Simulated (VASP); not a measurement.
# Input and output of a VASP PBE single-point calculation on Ge (strained lonsdaleite (2H))

INCAR

```
ISIF = 2
SIGMA = 0.02
LASPH = .TRUE.
EDIFF = 1E-7
LCHARG = .FALSE.
LREAL = .FALSE.
ENCUT = 520
NSW = 0
NBANDS = 36
LWAVE = .FALSE.
NELM = 120
IBRION = -1
GGA = PE
ISMEAR = -1
PREC = Accurate
```

KPOINTS

```
KPOINTS created by Atomic Simulation Environment
0
Gamma
12 12 4
0 0 0
```

KPOINTS_OPT

```
special points
6
Reciprocal
0.0000000000 0.0000000000 0.0000000000 1
0.5000000000 0.0000000000 0.0000000000 1
0.3333333333 0.3333333333 0.0000000000 1
0.0000000000 0.0000000000 0.5000000000 1
0.5000000000 0.0000000000 0.5000000000 1
0.3333333333 0.3333333333 0.5000000000 1
```

POSCAR

```
Ge
 1.0000000000000000
     3.8776867548142953    0.0000000000000000    0.0000000000000000
    -1.9388433774071476    3.3581752375876195    0.0000000000000000
     0.0000000000000000    0.0000000000000000    6.3950349299000004
 Ge
   4
Cartesian
 -0.0000000000000000  2.2387834917250791  0.0035894546575055
  1.9388433774071476  1.1193917458625395  3.2011069196075050
 -0.0000000000000000  2.2387834917250791  2.3945486440549946
  1.9388433774071476  1.1193917458625395  5.5920661090049952
```

VASP ran with the recommended PBE PAW datasets (56 valence electrons in the cell).

Command

```
mpirun -np 1 vasp_std
```

OSZICAR

```
N       E                     dE             d eps       ncg     rms          rms(c)
DAV:   1     0.493598493268E+03    0.49360E+03   -0.27955E+04  4756   0.443E+03
DAV:   2     0.672201352503E+02   -0.42638E+03   -0.41518E+03  4104   0.806E+02
DAV:   3    -0.133450968991E+02   -0.80565E+02   -0.79437E+02  4448   0.207E+02
DAV:   4    -0.177795669015E+02   -0.44345E+01   -0.44134E+01  4804   0.571E+01
DAV:   5    -0.178685112479E+02   -0.88944E-01   -0.88902E-01  4632   0.883E+00    0.510E+00
DAV:   6    -0.177099985220E+02    0.15851E+00   -0.74709E-02  4548   0.186E+00    0.300E+00
DAV:   7    -0.176274281312E+02    0.82570E-01   -0.13229E-01  4516   0.231E+00    0.205E-01
DAV:   8    -0.176309808199E+02   -0.35527E-02   -0.12969E-02  4560   0.896E-01    0.870E-02
DAV:   9    -0.176317140708E+02   -0.73325E-03   -0.85899E-04  4496   0.129E-01    0.203E-02
DAV:  10    -0.176317278966E+02   -0.13826E-04   -0.33747E-05  4952   0.590E-02    0.891E-03
DAV:  11    -0.176317372190E+02   -0.93224E-05   -0.19476E-05  4480   0.215E-02    0.298E-03
DAV:  12    -0.176317378665E+02   -0.64757E-06   -0.94830E-07  4236   0.943E-03    0.103E-03
DAV:  13    -0.176317379561E+02   -0.89616E-07   -0.15691E-07  3236   0.222E-03
   1 F= -.17631738E+02 E0= -.17631675E+02  d E =-.126507E-03
       N       E                     dE             ncg
DAV:   1     0.369458367230E+04   -0.97354E+04      528
DAV:   2     0.113714050742E+04   -0.25574E+04      432
DAV:   3     0.659612371885E+03   -0.47753E+03      476
DAV:   4     0.635038487492E+03   -0.24574E+02      492
DAV:   5     0.634513900791E+03   -0.52459E+00      496
DAV:   6     0.634500393987E+03   -0.13507E-01      500
DAV:   7     0.634499832010E+03   -0.56198E-03      504
DAV:   8     0.634499800224E+03   -0.31786E-04      548
DAV:   9     0.634499799017E+03   -0.12070E-05      440
DAV:  10     0.634499798945E+03   -0.71872E-07      328
```

From OUTCAR

```
k-points           NKPTS =     57   k-points in BZ     NKDIM =     57   number of bands    NBANDS=     36

   NELECT =      56.0000    total number of electrons

   dimension x,y,z NGX =    30 NGY =   30 NGZ =   48
   dimension x,y,z NGXF=    60 NGYF=   60 NGZF=   96

  energy-cutoff  :      520.00
  volume of cell :       83.28
      direct lattice vectors                 reciprocal lattice vectors
     3.877686755  0.000000000  0.000000000     0.257885710  0.148890384  0.000000000
    -1.938843377  3.358175238  0.000000000     0.000000000  0.297780768  0.000000000
     0.000000000  0.000000000  6.395034930     0.000000000  0.000000000  0.156371312

 k-points in reciprocal lattice and weights: KPOINTS created by Atomic Simulation Env
   0.00000000  0.00000000  0.00000000       0.002
   0.08333333 -0.00000000  0.00000000       0.010
   0.16666667 -0.00000000  0.00000000       0.010
   0.25000000  0.00000000  0.00000000       0.010
   0.33333333  0.00000000  0.00000000       0.010
   0.41666667  0.00000000  0.00000000       0.010
   0.50000000  0.00000000  0.00000000       0.005
   0.08333333  0.08333333  0.00000000       0.010
   ...

 E-fermi :   6.0769

 k-point     1 :       0.0000    0.0000    0.0000
  band No.  band energies     occupation
      1     -19.1567      2.00000
      2     -19.1567      2.00000
      3     -19.1106      2.00000
      4     -19.1069      2.00000
      5     -19.1069      2.00000
      6     -19.0960      2.00000
      7     -19.0788      2.00000
      8     -19.0788      2.00000
      9     -19.0106      2.00000
     10     -19.0106      2.00000
     11     -18.8519      2.00000
     12     -18.8519      2.00000
     13     -18.8378      2.00000
     14     -18.8187      2.00000
     15     -18.8156      2.00000
     16     -18.8156      2.00000
     17     -18.7848      2.00000
     18     -18.7848      2.00000
     19     -18.7518      2.00000
     20     -18.7518      2.00000
     21      -7.6106      2.00000
     22      -5.3248      2.00000
     23      -2.1886      2.00000
     24       4.2612      2.00000
     25       4.2612      2.00000
     26       5.7150      2.00000
     27       6.0550      1.49934
     28       6.0550      1.49922
     29       6.0768      1.00171
     30       6.7848      0.00000
     31       8.1519      0.00000
     32       8.1519      0.00000
     33       8.7702      0.00000
     34      10.6470      0.00000
     35      10.6470      0.00000
     36      12.1972      0.00000

 k-point     2 :       0.0833   -0.0000    0.0000
  band No.  band energies     occupation
      1     -19.1630      2.00000
      2     -19.1586      2.00000
      3     -19.1167      2.00000
      4     -19.1102      2.00000
      5     -19.1071      2.00000
      6     -19.0884      2.00000
      7     -19.0739      2.00000
      8     -19.0688      2.00000
      9     -19.0059      2.00000
     10     -19.0039      2.00000
     11     -18.8610      2.00000
     12     -18.8610      2.00000
     13     -18.8473      2.00000
     14     -18.8222      2.00000
     15     -18.8123      2.00000
     16     -18.8081      2.00000
     17     -18.7907      2.00000
     18     -18.7836      2.00000
     19     -18.7481      2.00000
     20     -18.7442      2.00000
     21      -7.5286      2.00000
     22      -5.2403      2.00000
     23      -2.1613      2.00000
     24       3.3912      2.00000
     25       4.0706      2.00000
     26       4.9031      2.00000
     27       5.5543      2.00000
     28       5.8707      1.99993
     29       6.7993      0.00000
     30       7.4895      0.00000
     31       8.1795      0.00000
     32       8.4146      0.00000
     33       9.1198      0.00000
     34      10.6535      0.00000
     35      10.9920      0.00000
     36      12.4891      0.00000

 k-point     3 :       0.1667   -0.0000    0.0000
  band No.  band energies     occupation
      1     -19.1735      2.00000
      2     -19.1625      2.00000
      3     -19.1278      2.00000
      4     -19.1172      2.00000
      5     -19.1063      2.00000
      6     -19.0768      2.00000
      7     -19.0618      2.00000
      8     -19.0437      2.00000
      9     -18.9938      2.00000
     10     -18.9872      2.00000
     11     -18.8805      2.00000
     12     -18.8787      2.00000
     13     -18.8723      2.00000
     14     -18.8288      2.00000
     15     -18.8095      2.00000
     16     -18.8036      2.00000
     17     -18.7951      2.00000
     18     -18.7767      2.00000
     19     -18.7417      2.00000
     20     -18.7318      2.00000
     21      -7.2848      2.00000
     22      -4.9886      2.00000
     23      -2.1169      2.00000
     24       2.1129      2.00000
     25       3.3806      2.00000
     26       3.6440      2.00000
     27       5.0877      2.00000
     28       5.4526      2.00000
     29       7.0861      0.00000
     30       7.9294      0.00000
     31       8.9857      0.00000
     32       9.0160      0.00000
     33       9.3553      0.00000
     34      11.4205      0.00000
     35      11.6577      0.00000
     36      11.8853      0.00000

 k-point     4 :       0.2500    0.0000    0.0000
  band No.  band energies     occupation
      1     -19.1805      2.00000
      2     -19.1656      2.00000
      3     -19.1394      2.00000
      4     -19.1242      2.00000
      5     -19.1020      2.00000
      6     -19.0677      2.00000
      7     -19.0469      2.00000
      8     -19.0115      2.00000
      9     -18.9791      2.00000
     10     -18.9660      2.00000
     11     -18.9047      2.00000
     12     -18.9023      2.00000
     13     -18.8974      2.00000
     14     -18.8334      2.00000
     15     -18.8186      2.00000
     16     -18.8124      2.00000
     17     -18.7833      2.00000
     18     -18.7666      2.00000
     19     -18.7364      2.00000
     20     -18.7232      2.00000
     21      -6.8871      2.00000
     22      -4.5754      2.00000
     23      -2.1986      2.00000
     24       1.1044      2.00000
     25       1.9065      2.00000
     26       3.1895      2.00000
     27       4.4110      2.00000
     28       5.0021      2.00000
     29       6.8688      0.00000
     30       8.1227      0.00000
     31       9.2875      0.00000
     32       9.4607      0.00000
     33       9.8456      0.00000
     34      11.6865      0.00000
     35      12.9216      0.00000
     36      13.0846      0.00000

 k-point     5 :       0.3333    0.0000    0.0000
  band No.  band energies     occupation
      1     -19.1820      2.00000
      2     -19.1671      2.00000
      3     -19.1503      2.00000
      4     -19.1293      2.00000
      5     -19.0934      2.00000
      6     -19.0620      2.00000
      7     -19.0331      2.00000
      8     -18.9788      2.00000
      9     -18.9661      2.00000
     10     -18.9451      2.00000
     11     -18.9376      2.00000
     12     -18.9215      2.00000
     13     -18.9138      2.00000
     14     -18.8349      2.00000
     15     -18.8332      2.00000
     16     -18.8213      2.00000
     17     -18.7743      2.00000
     18     -18.7558      2.00000
     19     -18.7331      2.00000
     20     -18.7204      2.00000
     21      -6.3576      2.00000
     22      -4.0192      2.00000
     23      -2.6223      2.00000
     24       0.5646      2.00000
     25       0.6605      2.00000
     26       2.8193      2.00000
     27       3.6696      2.00000
     28       4.6329      2.00000
     29       6.6103      0.00000
     30       8.0538      0.00000
     31       9.5660      0.00000
     32       9.6399      0.00000
     33       9.7250      0.00000
     34      12.9672      0.00000
     35      13.1699      0.00000
     36      13.3762      0.00000

 ...

  Total        5.7096334      5.7096334      5.8881813      0.0000000      0.0000000      0.0000000
  in kB      109.8499359    109.8499359    113.2850912      0.0000000      0.0000000      0.0000000
  external PRESSURE =     110.9949877 kB  Pullay stress =       0.0000000 kB

 POSITION                                       TOTAL-FORCE (eV/Angst)
 -----------------------------------------------------------------------------------
      0.00000      2.23878      0.00359         0.000000      0.000000      0.005257
      1.93884      1.11939      3.20111        -0.000000      0.000000      0.005257
      0.00000      2.23878      2.39455         0.000000     -0.000000     -0.005257
      1.93884      1.11939      5.59207        -0.000000      0.000000     -0.005257
 -----------------------------------------------------------------------------------
    total drift:                               -0.000000     -0.000000     -0.000000

  FREE ENERGIE OF THE ION-ELECTRON SYSTEM (eV)
  ---------------------------------------------------
  free  energy   TOTEN  =       -17.6317379561 eV

  energy  without entropy=      -17.6316114492  energy(sigma->0) =      -17.63167470
```

```yaml
gap_between_bands_v_and_c: 0.02 eV
least_direct_gap: 0.02 eV
pressure: 11.1 GPa
```

Band v is the last that the valence electrons fill when counted band by band, and c is the next.

The run took about 2 min on one core of a shared host (Intel Xeon Platinum 8488C) and held 0.32 GiB at most.
